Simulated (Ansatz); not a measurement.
Input and command of a plane-wave DFT calculation in Ansatz:

```yaml
crystal:
  lattice:
    - [0.0, 2.240215, 2.378785]
    - [2.240215, 0.0, 2.378785]
    - [2.240215, 2.240215, 0.0]
  atoms:
    - { symbol: Li, position: [0.25, 0.25, 0.25] }
    - { symbol: Li, position: [0.75, 0.75, 0.75] }
    - { symbol: O, position: [0.0, 0.0, 0.0] }
basis:
  ecutwfc: 500
kpoints:
  mp_grid: { grid: [8, 8, 8] }
hamiltonian:
  xc: r2scan
scf:
  occupations: { method: gaussian, width: 0.05 }
output:
  forces: true
  stress: true
  eigenvalues: true
  write_density: true
  write_potential: true
  elf: true
  volumetric_format: npy
```

```bash
ansatz run input.yaml --threads 1 --pin off --max-ram 2560MiB --backend cpu --events-out ev --progress --plain --runs-dir out
```

Processor: Arm Neoverse V1, 1 thread, on a host shared with other jobs.

Task: Estimate time, memory and problem size.

Result: About 2.7 s on 1 thread of Arm Neoverse V1, with other jobs on the host, peak memory 0.34 GiB. It solves 10 bands at 59 k points (the mesh reduced by symmetry) with about 601 plane waves, in 6 SCF iterations.
